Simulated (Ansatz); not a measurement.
Input, command and steps of an Ansatz relaxation.

```yaml
crystal:
  lattice:
    - [0.0, 3.2143926808, 3.2143926808]
    - [3.2143926808, 0.0, 3.2143926808]
    - [3.2143926808, 3.2143926808, 0.0]
  atoms:
    - { symbol: Ba, position: [0.0, 0.0, 0.0] }
    - { symbol: S, position: [0.5, 0.5, 0.5] }
basis:
  ecutwfc: 420
kpoints:
  mp_grid: { grid: [8, 8, 8] }
hamiltonian:
  xc: lda
scf:
  occupations: { method: gaussian, width: 0.02 }
output:
  forces: true
  stress: true
  eigenvalues: true
  write_density: true
  write_potential: true
  elf: true
  volumetric_format: npy
relax:
  adjacent_minimum: "off"
  f_tol: 0.005
  max_steps: 50
  cell: { stress_tol: 0.05 }
```

```bash
ansatz run input.yaml --threads 1 --pin off --max-ram 2560MiB --backend cpu --events-out ev --progress --plain --runs-dir out
```

Theory: DFT LDA, scalar-relativistic, plane waves, PAW (Ansatz 0.2.0).

Of 5 frames 4 are shown, positions in Å and forces in eV/Å; the SCF threshold varies from step to step. Steps run on the plane waves of an earlier cell, with a Pulay correction in the pressure. The basis is chosen afresh for the last frame, the zero of the energies, and at times for earlier ones too; energy and pressure step there, also at an unchanged geometry.

```xyz
2
Lattice="0.0000 3.2144 3.2144 3.2144 0.0000 3.2144 3.2144 3.2144 0.0000" Properties=species:S:1:pos:R:3:forces:R:3 pbc="T T T" step=1 free_energy_over_end_meV_per_atom=25.45 pressure_GPa=-3.20
Ba    0.0000    0.0000    0.0000    0.0000    0.0000    0.0000
S     3.2144    3.2144    3.2144    0.0000    0.0000    0.0000
2
Lattice="0.0000 3.1125 3.1125 3.1125 0.0000 3.1125 3.1125 3.1125 0.0000" Properties=species:S:1:pos:R:3:forces:R:3 pbc="T T T" step=2 free_energy_over_end_meV_per_atom=2.41 pressure_GPa=1.19
Ba    0.0000    0.0000    0.0000    0.0000    0.0000    0.0000
S     3.1125    3.1125    3.1125    0.0000    0.0000    0.0000
2
Lattice="0.0000 3.1389 3.1389 3.1389 0.0000 3.1389 3.1389 3.1389 0.0000" Properties=species:S:1:pos:R:3:forces:R:3 pbc="T T T" step=3 free_energy_over_end_meV_per_atom=0.00 pressure_GPa=-0.15
Ba    0.0000    0.0000    0.0000    0.0000    0.0000    0.0000
S     3.1389    3.1389    3.1389    0.0000    0.0000    0.0000
2
Lattice="0.0000 3.1358 3.1358 3.1358 0.0000 3.1358 3.1358 3.1358 0.0000" Properties=species:S:1:pos:R:3:forces:R:3 pbc="T T T" step=5 free_energy_over_end_meV_per_atom=0.00 pressure_GPa=-0.01
Ba    0.0000    0.0000    0.0000    0.0000    0.0000    0.0000
S     3.1358    3.1358    3.1358    0.0000    0.0000    0.0000
```

Time: 8.4 s on 1 thread of Arm Neoverse V2 (shared host), peak memory 0.32 GiB.